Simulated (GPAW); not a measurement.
Si2Mo: band structure with PBE

Si2Mo:

```xyz
3
Lattice="-1.6000 1.6000 3.9305 1.6000 -1.6000 3.9305 1.6000 1.6000 -3.9305" Properties=species:S:1:pos:R:3 pbc="T T T"
Mo    0.0000    0.0000    0.0000
Si    0.0000    0.0000    5.2433
Si    0.0000    0.0000    2.6177
```

```json
{
 "Program": "GPAW 26.7.0",
 "Task": "band structure",
 "Functional": "PBE",
 "Potentials or basis": "SG15 ONCV 1.2",
 "Cutoff": "1100 eV",
 "Basis": "pw",
 "k mesh": "8 × 8 × 8",
 "Occupations": "fermi-dirac, width 0.05 eV",
 "Spin": "no spin polarisation",
 "Maxiter": "150",
 "Band path": "GXYSGZS1NPY1Z,XP",
 "Band points": "80"
}
```

The pressure is 2.5 GPa and the largest force is 0.321 eV/Å. The band gap along the path is none (metal or under the smearing width).

Forces in eV/Å, atoms in the order of the input:
```
Mo   0.000  0.000  0.000
Si   0.000  0.000 -0.321
Si   0.000  0.000  0.321
```

Stress tensor (GPa, compression positive):
```
2.99 0.00 0.00
0.00 2.99 0.00
0.00 0.00 1.58
```

Levels at the corners of the path, in eV from the Fermi level:
| point | band 8 | band 9 | band 10 | band 11 | band 12 | band 13 | band 14 | band 15 |
| --- | --- | --- | --- | --- | --- | --- | --- | --- |
| Γ | -2.95 | -2.58 | -2.58 | 0.48 | 3.13 | 3.17 | 3.73 | 3.73 |
| X | -5.21 | -4.42 | -2.99 | -1.07 | 2.39 | 2.77 | 3.09 | 3.30 |
| Y | -4.43 | -3.82 | -2.87 | -1.64 | 1.85 | 2.02 | 2.64 | 4.76 |
| S | -2.71 | -2.34 | -2.25 | -0.36 | 1.57 | 3.14 | 3.62 | 4.59 |
| Γ | -2.95 | -2.58 | -2.58 | 0.48 | 3.13 | 3.17 | 3.73 | 3.73 |
| Z | -2.23 | -0.52 | -0.52 | -0.43 | -0.43 | 0.61 | 4.73 | 5.21 |
| S1 | -2.71 | -2.34 | -2.25 | -0.36 | 1.57 | 3.14 | 3.62 | 4.59 |
| N | -4.38 | -2.55 | -2.43 | -0.46 | 2.33 | 3.11 | 4.08 | 4.35 |
| P | -6.19 | -2.71 | -1.99 | -1.99 | 0.30 | 2.39 | 4.05 | 4.05 |
| Y1 | -4.43 | -3.82 | -2.87 | -1.64 | 1.85 | 2.02 | 2.64 | 4.76 |
| Z | -2.23 | -0.52 | -0.52 | -0.43 | -0.43 | 0.61 | 4.73 | 5.21 |
| X | -5.21 | -4.42 | -2.99 | -1.07 | 2.39 | 2.77 | 3.09 | 3.30 |
| P | -6.19 | -2.71 | -1.99 | -1.99 | 0.30 | 2.39 | 4.05 | 4.05 |

It took 5.1 min on 1 thread of Arm Neoverse V1, with other jobs on the host, peak memory 0.56 GiB.
